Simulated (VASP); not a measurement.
Set up this calculation in VASP 6.6.1, as the native input.

```
Task                    : density of states
Functional              : PBE
Potentials or basis     : VASP PAW PBE potentials, release 64 (Ta_pv, Si)
Cutoff                  : 520 eV
k mesh                  : 5 × 5 × 3
Occupations             : gaussian, width 0.02 eV
Spin                    : no spin polarisation
k mesh for the DOS      : 8 × 8 × 5
Occupations for the DOS : tetrahedron
Further INCAR settings  : ALGO = Normal; EDIFF = 1e-06
```

Crystal: TaSi2.

```
Ta Si
1.0
     4.78390    0.00000    0.00000
    -2.39195    4.14298    0.00000
     0.00000    0.00000    6.57000
Ta Si
3 6
Direct
  0.00000 0.50000 0.33333
  0.50000 0.50000 0.66667
  0.50000 0.00000 0.00000
  0.31794 0.15897 0.33333
  0.15897 0.84103 0.66667
  0.84103 0.68206 0.00000
  0.68206 0.84103 0.33333
  0.84103 0.15897 0.66667
  0.15897 0.31794 0.00000
```

The input as run:

POSCAR

```
TaSi2
1.0
    4.7839000000      0.0000000000      0.0000000000
   -2.3919500000      4.1429789292      0.0000000000
    0.0000000000      0.0000000000      6.5700000000
Ta Si
3 6
Direct
    0.0000000000      0.5000000000      0.3333333333
    0.5000000000      0.5000000000      0.6666666667
    0.5000000000      0.0000000000      0.0000000000
    0.3179400000      0.1589700000      0.3333333333
    0.1589700000      0.8410300000      0.6666666667
    0.8410300000      0.6820600000      0.0000000000
    0.6820600000      0.8410300000      0.3333333333
    0.8410300000      0.1589700000      0.6666666667
    0.1589700000      0.3179400000      0.0000000000
```

INCAR.step1

```
PREC     = Accurate       # precision mode
ENCUT    = 520            # plane-wave cutoff, eV
EDIFF    = 1E-6           # SCF threshold, eV
ISMEAR   = 0              # smearing method
SIGMA    = 0.02           # smearing width, eV
LREAL    = F              # projectors in reciprocal space
LASPH    = T              # aspherical terms in the spheres
NELM     = 100            # most SCF steps
ALGO     = Normal         # electronic algorithm
ISIF     = 2              # what is computed and relaxed
LWAVE    = F              # write WAVECAR
LCHARG   = T              # write CHGCAR
LMAXMIX  = 4              # l up to which the mixer works
GGA      = PE             # functional
```

KPOINTS.step1

```
regular mesh
0
Gamma
  5 5 3
```

INCAR.step2

```
PREC     = Accurate       # precision mode
ENCUT    = 520            # plane-wave cutoff, eV
EDIFF    = 1E-6           # SCF threshold, eV
ISMEAR   = -5             # smearing method
SIGMA    = 0.02           # smearing width, eV
LREAL    = F              # projectors in reciprocal space
LASPH    = T              # aspherical terms in the spheres
NELM     = 100            # most SCF steps
ALGO     = Normal         # electronic algorithm
ISIF     = 2              # what is computed and relaxed
LWAVE    = F              # write WAVECAR
LCHARG   = F              # write CHGCAR
LMAXMIX  = 4              # l up to which the mixer works
GGA      = PE             # functional
LORBIT   = 10             # projections on sites
NEDOS    = 2001           # points of the DOS
ICHARG   = 11             # starting density
```

KPOINTS.step2

```
regular mesh
0
Gamma
  8 8 5
```

Potentials or basis: VASP PAW PBE potentials, release 64 (Ta_pv, Si).

The run is started by

```console
$ cat potpaw_PBE.64/Ta_pv/POTCAR potpaw_PBE.64/Si/POTCAR > POTCAR
$ cp INCAR.step1 INCAR
$ cp KPOINTS.step1 KPOINTS
$ mpirun -np 1 vasp_std > vasp.out
$ cp INCAR.step2 INCAR
$ cp KPOINTS.step2 KPOINTS
$ mpirun -np 1 vasp_std > vasp.out
```

Results of the run:

```
Valence electrons inside the program's atomic spheres : Ta 9.00; Si 1.64
```

Run time: 2.5 min on 1 thread of Intel(R) Xeon(R) Platinum 8488C (Sapphire Rapids), with other jobs on the host, peak memory 0.28 GiB.
